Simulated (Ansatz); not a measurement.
TiAl:

```
CELL_PARAMETERS angstrom
3.17906 0.00000 0.00000
0.00000 3.17906 0.00000
0.00000 0.00000 3.17906
ATOMIC_POSITIONS crystal
Ti 0.00000 0.00000 0.00000
Al 0.50000 0.50000 0.50000
```

The cell comes from a database or a generator and needn't be the stable form of this composition.

Below is the output of Ansatz 0.2.0 for this cell. Logs are shortened: lines on timing, memory, paths and dates and some standing lists are left out, and cuts for length are marked.

```text
Warning: RAYON_NUM_THREADS=2 ignored (pool sized by the plan → 2); use --threads N
scf.n_extra_bands = 6 over 8 filled bands (N_el = 15.0): the run solves 14 bands
Engine: ansatz 0.2.0, aarch64-unknown-linux-gnu
Pseudopotentials: kind: paw
Pseudopotential: Ti, paw, valence charge 12, recommended cutoff 420 eV (normal), Ti.paw.azcp
Pseudopotential: Al, paw, valence charge 3, recommended cutoff 420 eV (normal), Al.paw.azcp
Functional definition: revPBE
  parameter kappa = 1.245
  parameter beta = 0.06672455060314922
  exchange = pbe_x(kappa = kappa, mu = beta*pi^2/3)
  correlation = pbe_c(beta = beta)
Crystal: 2 atoms, lattice volume = 32.129 Å³
Basis set: ecut = 420 eV, 619 PW (Γ), exchange–correlation on 48×48×48 points (8 copies of the dense FFT grid, shifted against one another)
Bands: 14, of which v1, the nominal top of the filled ones, is band 8 counted from 1 (7 counted from 0)
Symmetry: 48 space group operations
Space group: Pm-3m (ITA 221), of the structure as read, at distance tolerance 3.2e-5 Å
k-points: 35 of 512
Non-local potential: Ti, projectors of the file, l = 0: 3, l = 1: 2, l = 2: 3, l = 3: 1
Non-local potential: Al, projectors of the file, l = 0: 2, l = 1: 2, l = 2: 1
PAW form: soft (Blöchl's): semilocal exchange-correlation on the pseudo side does not see the compensation charge
PAW frozen core: Ti, regenerated for the run's functional, and the local potential with it (the file was generated under x = pbe(κ = 0.804, μ = 0.2195149727645171), c = pbe(β = 0.06672455060314922))
PAW frozen core: Al, regenerated for the run's functional, and the local potential with it (the file was generated under x = pbe(κ = 0.804, μ = 0.2195149727645171), c = pbe(β = 0.06672455060314922))
PAW one-centre angular grid: Ti, 590 points (default); XC on 64 Gauss nodes
PAW one-centre angular grid: Al, 110 points (default); XC on 64 Gauss nodes
Initial density: superposition of atomic densities (neutral atoms: chi_scale 0, normalization atom), corrected by the library's trained network
Initial wavefunctions: pseudopotential atomic-orbital guess
Functional: x = revpbe(κ = 1.245, μ = 0.2195149727645171), c = pbe(β = 0.06672455060314922)
SCF iter   1: F=—  HF=-3042.934752 eV  |F-HF|=—  |Δ(HF+E_count)|=         —  Δρ=7.77e-3  dr2=2.53e-2  ethr=1.77e-3  ⟨swp⟩=5.1  Hψ=2419  notcnv=0
preconditioner: auto → none  [metal: Δε(μ)=0.041 eV  Ē_g=6.776 eV  σ=0.050 eV  W_gap=0.20  n_scr=6 (ndim 8)  ℏωp=17.3 eV  f_vac=0.000  D(μ)=2.83/eV (n_scr^D=32)  sad-step TF]
SCF iter   2: F=—  HF=-3042.932095 eV  |F-HF|=—  |Δ(HF+E_count)|=   2.66e-3  Δρ=5.33e-3  dr2=1.38e-2  ethr=1.68e-4  ⟨swp⟩=1.0  Hψ=770  notcnv=0  defer=1
SCF iter   3: F=—  HF=-3042.928843 eV  |F-HF|=—  |Δ(HF+E_count)|=   3.25e-3  Δρ=6.76e-4  dr2=9.75e-5  ethr=9.19e-5  ⟨swp⟩=2.2  Hψ=731  notcnv=0  defer=1
SCF iter   4: F=—  HF=-3042.928846 eV  |F-HF|=—  |Δ(HF+E_count)|=   2.85e-6  Δρ=1.47e-4  dr2=5.36e-6  ethr=6.50e-7  ⟨swp⟩=2.4  Hψ=663  notcnv=0  defer=1
iter 5 did not close the SCF: its close was put off for the readings that it lacked (scf_convergence_deferred on its scf_iter line)
SCF iter   5: F=-3042.928844 eV  HF=-3042.928845 eV  |F-HF|=5.27e-8  |Δ(HF+E_count)|=   1.55e-6  Δρ=1.54e-5  dr2=7.03e-8  ethr=3.57e-8  ⟨swp⟩=2.8  Hψ=724  notcnv=0  defer=1
SCF iter   6: F=-3042.928845 eV  HF=-3042.928845 eV  |F-HF|=1.36e-10  |Δ(HF+E_count)|=   5.20e-9  Δρ=1.00e-6  dr2=1.48e-10  ethr=4.69e-10  ⟨swp⟩=3.4  Hψ=1697  notcnv=0
the search or the solves at the SCF's close seem to have found levels that the self-consistency loop had missed (the run counts 1). By its estimate they hold under 1e-12 electrons; where the run keeps them, the occupations were computed again with them
SCF 1 converged in 6 iterations: F = -3042.928845 eV  dr2 = 1.48e-10
  greatest PAW one-centre occupation: 0.999 electrons in one spin orbital (limit 2), on the Ti atom at site 0 (counted from 0), in its partial waves of l = 0
NSCF: frozen V_eff on 86 k-points
SCF converged after 6 iterations
Free energy (F): -3042.928845 eV
Harris-Foulkes:  -3042.928845 eV  (|F-HF|=1.36e-10)
Internal energy: -3042.906393 eV  (E = F + TS)
E sigma→0 (E₀):  -3042.917619 eV
Entropy (-TS):   -0.022452 eV (-11.226 meV/atom)
Fermi energy:    11.540026 eV
--- Per-component energies (eV) ---
  E_band       = -161.690780
  E_kinetic    = 296.671937
  E_local      = -1020.336885  (includes V_loc(G=0)·N_el)
  E_nonlocal   = 18.258257
  E_hartree    = 435.084961
  E_xc         = -138.040710
  E_vxc        = -151.626479  (∫ρ·V_xc dr)
  E_paw        = -1520.578114  (= ΣΔE_a)
  E_vpaw       = -174.827774  (= ΣTr[D̂ρ^β])
  E_aug_tail   = 0.000137  (compensation charges beyond the density's cutoff)
  E_ewald      = -1113.913820
  E_core_change = -0.052156  (= ΣΔE_core)
  E_smearing   = -0.022452  (= −TS)
  E_closure    = 0.000000  (closes the sum)
  Σ components = -3042.928845   (vs F -3042.928845, Δ=0.00e0)
--- Forces (eV/Å), atoms counted from 1 ---
  atom   1  Ti    -0.00000000     0.00000000     0.00000000
  atom   2  Al     0.00000000    -0.00000000     0.00000000
  max |Σ_I F_I| component: 4.60e-31 eV/Å
--- Stress (GPa, compression-positive) ---
        2.869349       0.000000       0.000000
        0.000000       2.869349      -0.000000
       -0.000000       0.000000       2.869349
  P = ⅓ Tr σ = 2.8693 GPa (28.693 kbar)
--- Band table (eV; the first three rows and the last of 35) ---
  k-point 0: bands = ["-45.4354", "-21.5953", "-21.5953", "-21.5953", "2.2579", "10.0865", "10.0865", "13.3600", "13.3600", "13.3600", "15.9582", "15.9582", "15.9582", "20.2812"]
  k-point 1: bands = ["-45.4332", "-21.6205", "-21.5931", "-21.5931", "2.5062", "9.9333", "10.1973", "12.9773", "12.9773", "13.3890", "15.1024", "16.5242", "16.5242", "19.9591"]
  k-point 2: bands = ["-45.4280", "-21.6809", "-21.5878", "-21.5878", "3.2298", "9.1485", "10.4891", "12.3394", "12.3394", "13.4603", "14.2923", "17.7347", "17.7347", "19.1638"]
  k-point 34: bands = ["-45.3926", "-21.7206", "-21.7206", "-21.7206", "8.4424", "8.4424", "8.4424", "12.2302", "14.3324", "14.3324", "14.4223", "14.4223", "14.4223", "18.0683"]
```

Write the input and the command behind it.

Band structure with revPBE, no spin polarisation. The files as run (others can give the same):

input.yaml
```yaml
crystal:
  lattice:
    - [3.179064, 0.0, 0.0]
    - [0.0, 3.179064, 0.0]
    - [0.0, 0.0, 3.179064]
  atoms:
    - { symbol: Ti, position: [0.0, 0.0, 0.0] }
    - { symbol: Al, position: [0.5, 0.5, 0.5] }
hamiltonian:
  xc: revpbe
  pseudopotentials: { kind: paw }
kpoints:
  mp_grid: { grid: [8, 8, 8] }
  band_path:
    path:
      - [[0.0, 0.0, 0.0], [0.0, 0.5, 0.0], [0.5, 0.5, 0.0], [0.0, 0.0, 0.0], [0.5, 0.5, 0.5], [0.0, 0.5, 0.0]]
      - [[0.5, 0.5, 0.0], [0.5, 0.5, 0.5]]
    npoints: 14
scf:
  occupations: { method: fermi_dirac, width: 0.05 }
  n_extra_bands: 6
output:
  forces: true
  stress: true
  eigenvalues: true
  fatbands: false
```

Potentials or basis: Ansatz PAW.
Command:
```sh
$ ansatz run input.yaml --threads 2 --pin off --max-ram 5632MiB --backend cpu --events-out ev --progress --plain --runs-dir out
```

Caveat: the PAW data sets come from PBE, with cores solved anew for the run's functional, which leaves a small shift of forces and pressure.
